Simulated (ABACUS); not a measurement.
Mo:

```
Mo
1.0
    -1.58381    1.58381    1.58381
     1.58381   -1.58381    1.58381
     1.58381    1.58381   -1.58381
Mo
1
Cartesian
  0.0000 0.0000 0.0000
```

Program: ABACUS 3.10.1. Alike in all runs: task single point; no spin polarisation; cell as given; smearing fermi-dirac 0.05 eV.

Problem. Order these runs on this cell by their pressure, lowest first.
A. level TM; potentials or basis SG15 ONCV 1.2 PBE, plane waves; k mesh 8 × 8 × 8; cutoff (eV) 1279
B. level SOGGA; potentials or basis Ansatz NC PBE, plane waves; k mesh 10 × 10 × 10; cutoff (eV) 1102
C. level r2SCAN; potentials or basis SG15 ONCV 1.2 PBE, plane waves; k mesh 8 × 8 × 8; cutoff (eV) 1279

Solution. B (-11.1 GPa), A (-5.6 GPa), C (-3.8 GPa).

Caveats: the potentials were made for another functional, which shifts forces and pressure.
